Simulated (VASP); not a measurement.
Write the native input for VASP 6.6.1 that does the following.

| Property | Result |
| --- | --- |
| Task | single point |
| Functional | PBE |
| Potentials or basis | VASP PAW PBE potentials, release 64 (Na_pv, S) |
| Cutoff | 520 eV |
| k mesh | 6 × 6 × 6 |
| Occupations | gaussian, width 0.02 eV |
| Spin | no spin polarisation |
| Dipole correction | no |
| Further INCAR settings | ALGO = Normal; EDIFF = 1e-07; NBANDS = 17 |

The structure of Na2S lies in POSCAR:

```
Na2S
1.0
    0.0000000000      3.2836251753      3.2836251753
    3.2836251753      0.0000000000      3.2836251753
    3.2836251753      3.2836251753      0.0000000000
Na S
2 1
Direct
    0.2500000000      0.2500000000      0.2500000000
    0.7500000000      0.7500000000      0.7500000000
    0.0000000000      0.0000000000      0.0000000000
```

The cell comes from a database or a generator and needn't be the stable form of this composition.

One way to write it, as run:

INCAR

```
SYSTEM = Na2S
ALGO = Normal
EDIFF = 1E-7
ENCUT = 520
GGA = PE
ISIF = 2
ISMEAR = 0
LASPH = .True.
LCHARG = .False.
LREAL = .False.
LWAVE = .False.
NBANDS = 17
NELM = 100
PREC = Accurate
SIGMA = 0.02
```

KPOINTS

```
k-points
0
Gamma
  6 6 6
  0 0 0
```

Potentials or basis: VASP PAW PBE potentials, release 64 (Na_pv, S).

Launch:

```sh
$ cat potpaw_PBE.64/Na_pv/POTCAR potpaw_PBE.64/S/POTCAR > POTCAR
$ mpirun -np 1 vasp_std > vasp.out
```

It gave:

- Pressure: 0.0 GPa
- Band gap on the k mesh: 2.45 eV, direct

It took 17 s on 1 thread of Intel(R) Xeon(R) Platinum 8488C (Sapphire Rapids) (shared host), peak memory 0.19 GiB.
